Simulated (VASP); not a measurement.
Wanted: the native input for a VASP 6.6.1 run.

* Task: single point
* Functional: PBEsol
* Potentials or basis: VASP PAW PBE potentials, release 64 (Be, S)
* Cutoff: 520 eV
* k mesh: 10 × 10 × 10
* Occupations: gaussian, width 0.02 eV
* Spin: no spin polarisation
* Dipole correction: no
* Further INCAR settings: ALGO = Normal; EDIFF = 1e-06; NBANDS = 11

The structure of BeS lies in POSCAR:

```
BeS
1.0
    0.0000000000      2.3194565925      2.3194565925
    2.3194565925      0.0000000000      2.3194565925
    2.3194565925      2.3194565925      0.0000000000
Be S
1 1
Direct
    0.0000000000      0.0000000000      0.0000000000
    0.5000000000      0.5000000000      0.5000000000
```

The cell isn't the ideal one: Ca replaced by Be, lengths x 0.829, strained and moved within the space group.

One way to write it, as run:

INCAR

```
ALGO     = Normal         # electronic algorithm
EDIFF    = 1E-6           # SCF threshold, eV
ENCUT    = 520            # plane-wave cutoff, eV
GGA      = PS             # functional
ISIF     = 2              # what is computed and relaxed
ISMEAR   = 0              # smearing method
LASPH    = True           # aspherical terms in the spheres
LCHARG   = False          # write CHGCAR
LREAL    = False          # projectors in reciprocal space
LWAVE    = False          # write WAVECAR
NBANDS   = 11             # bands
NELM     = 100            # most SCF steps
PREC     = Accurate       # precision mode
SIGMA    = 0.02           # smearing width, eV
```

KPOINTS

```
k-points
0
Gamma
  10 10 10
```

Potentials or basis: VASP PAW PBE potentials, release 64 (Be, S).

Run with:

```bash
$ cat potpaw_PBE.64/Be/POTCAR potpaw_PBE.64/S/POTCAR > POTCAR
$ mpirun -np 1 vasp_std > vasp.out
```

Results of the run:

| Property | Result |
| --- | --- |
| Pressure | -3.3 GPa |
| Band gap on the k mesh | 1.01 eV, indirect (least direct gap 4.14 eV) |

Caveat: the PAW data sets were made with another functional, which shifts forces and pressure a little.

Wall time 6 s on 1 thread of Intel(R) Xeon(R) Platinum 8488C (Sapphire Rapids), with other jobs on the host, peak memory 0.13 GiB.
